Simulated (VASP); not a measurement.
A run of VASP 6.6.1 is set up as follows.

File INCAR:

```
ALGO = Fast ; EDIFF = 1E-6
ENCUT = 520 ; GGA = PE
ISIF = 2 ; ISMEAR = 0
LASPH = True ; LCHARG = True
LELF = True ; LREAL = Auto
LVHAR = True ; LWAVE = False
NBANDS = 66 ; NELM = 80
PREC = Accurate ; SIGMA = 0.1
```

KPOINTS

```
k-points
0
Gamma
  3 3 3
```

POSCAR

```
Na8F7
1.0
    0.0000000000      4.6863547200      4.6863547200
    4.6863547200      0.0000000000      4.6863547200
    4.6863547200      4.6863547200      0.0000000000
F Na
7 8
Direct
    0.2559734744      0.2556373923      0.2297195932
    0.2559743280      0.2556299238      0.7574120424
    0.2622904311      0.7375884257      0.2494275551
    0.0906410260      0.9092485001      0.7494244909
    0.7391800679      0.2606757433      0.2494388645
    0.7442427448      0.7438934328      0.2691367972
    0.7442461590      0.7438925793      0.7414572109
   -0.0027433903      0.0025807906      0.0447327427
   -0.0027080750      0.0026154657      0.4541320765
    0.0011620973      0.5292962544     -0.0158603018
    0.0072797520      0.4735092908      0.5089771566
    0.5263560160     -0.0074136514     -0.0101070027
    0.4705775879     -0.0012989840      0.5147336564
    0.5006475481      0.4992289615      0.0106061114
    0.5006321843      0.4992208528      0.4882763121
```

Potentials or basis: VASP PAW PBE potentials, release 64 (F, Na_pv).

Launch:

```sh
$ cat potpaw_PBE.64/F/POTCAR potpaw_PBE.64/Na_pv/POTCAR > POTCAR
$ mpirun -np 1 vasp_std > vasp.out
```

Predict the pressure.

3.5 GPa.

Estimate the largest force.

0.894 eV/Å.

What does it give for the band gap on the k mesh?

None (metal or under the smearing width).

Stress tensor (GPa, compression positive):
```
4.55 1.62 0.00
1.62 4.55 0.00
0.00 0.00 1.48
```

Caveat: the k mesh is coarse (spacing up to 0.39 Å⁻¹), so the values aren't converged; an odd number of electrons without spin polarisation forces a metal; a magnetic or distorted state may lie lower.
